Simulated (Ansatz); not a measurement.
## Rh: Grüneisen parameters and expansion

Theory: DFT PBE, scalar-relativistic, plane waves, PAW in Ansatz. Cutoff 420 eV, 20×20×20 k-points (Γ-centred), Fermi-Dirac smearing of 0.15 eV. No spin polarisation. Phonons by linear response, acoustic sum rule imposed.

The cell, relaxed at this level:
```cif
data_structure
_symmetry_space_group_name_H-M 'P 1'
_symmetry_Int_Tables_number 1
_cell_length_a 2.7118
_cell_length_b 2.7118
_cell_length_c 2.7118
_cell_angle_alpha 60.000
_cell_angle_beta 60.000
_cell_angle_gamma 60.000
_cell_volume 14.10
loop_
_atom_site_label
_atom_site_type_symbol
_atom_site_fract_x
_atom_site_fract_y
_atom_site_fract_z
_atom_site_occupancy
Rh1 Rh 0.00000 0.00000 0.00000 1
```

In a metal, frequencies depend on the k mesh and the smearing, soft modes most.

Phonons on a 2×2×2 q mesh at 0.98, 1 and 1.02 times the equilibrium volume give γ = −d ln ν/d ln V, modes matched by rank. The cell has V = 14.10 Å³ with 1 atom and B = 251 GPa. Points of the mesh (fractions of the reciprocal vectors) with their weights out of 8; the acoustic modes at Γ are left out:

| q | weight | ν (cm⁻¹) | γ | degeneracy |
| --- | --- | --- | --- | --- |
| 0.00 0.00 -0.50 | 4 | 130 | 2.00 | 2 |
| 0.00 0.00 -0.50 | 4 | 229 | 2.87 | 1 |
| 0.00 -0.50 -0.50 | 3 | 173 | 2.36 | 2 |
| 0.00 -0.50 -0.50 | 3 | 216 | 2.97 | 1 |

Task: Work out the volume expansion coefficient at 50, 100, 300 and 800 K in Grüneisen's theory.

Result: Each mode holds c = k_B x² eˣ/(eˣ − 1)², x = hcν/k_BT (k_B = 0.695 cm⁻¹/K). Weighted over the mesh, C_V = Σ c, γ̄ = Σ cγ/C_V and α_V = γ̄ C_V/(BV):
```
T (K) C_V (k_B a cell)    γ̄  α_V (10⁻⁶/K)
   50              0.54  2.19           4.6
  100              1.60  2.33          14.5
  300              2.47  2.40          23.1
  800              2.60  2.41          24.4
```

The classical limit of C_V is 3n = 3 k_B, less the 3/8 k_B of the three modes left out, which leaves C_V and α_V about 12 % low even at high temperature. All γ are positive, so the crystal expands at every temperature. For a cubic crystal the linear coefficient is a third of α_V. A mesh this coarse misses long acoustic waves, so the low-temperature rows are rough; B and γ are held at their static values, and the electrons' part is left out.

Task: The zero-point energy of the cell, summed on a denser interpolated mesh, is 31.682, 30.134 and 28.633 meV at the three volumes. How far does it expand the lattice at 0 K?

Result: P_zp = −dE_zp/dV = 3.049 meV / (0.564 Å³) × 0.16022 GPa Å³/meV = 0.866 GPa, so ΔV/V = P_zp/B = 0.34 %. This share is taken off a measured low-temperature volume before it is compared with a static calculation.

Cost: 6 runs of about 2.5 core-minutes in all, on Intel Xeon 6975P-C (Granite Rapids) (shared hosts).

The expansion of rhodium follows its heat capacity: α_V climbs steeply up to 300 K and then nearly levels off as the modes approach their classical limit, while γ̄ changes little. The slight rise in γ̄ comes from the order in which the modes are excited. The soft, doubly degenerate transverse modes have the smaller γ and fill first, and the longitudinal ones join later. Across all modes γ broadly grows with frequency, though the stiffest, at 229 cm⁻¹, falls just below the one at 216 cm⁻¹. Longitudinal motion probably samples the steep short-range repulsion between neighbours more directly than shear does. The expansion stays modest despite the sizeable γ because strong d bonding from a partly filled 4d shell makes the metal hard to dilate. Measured expansion keeps rising at high temperature, so the near-plateau marks the saturation of harmonic heat capacity and not a limit of the real metal. Positive γ at zone-boundary points doesn't by itself settle the sign of expansion near absolute zero, where long acoustic waves and conduction electrons decide it.
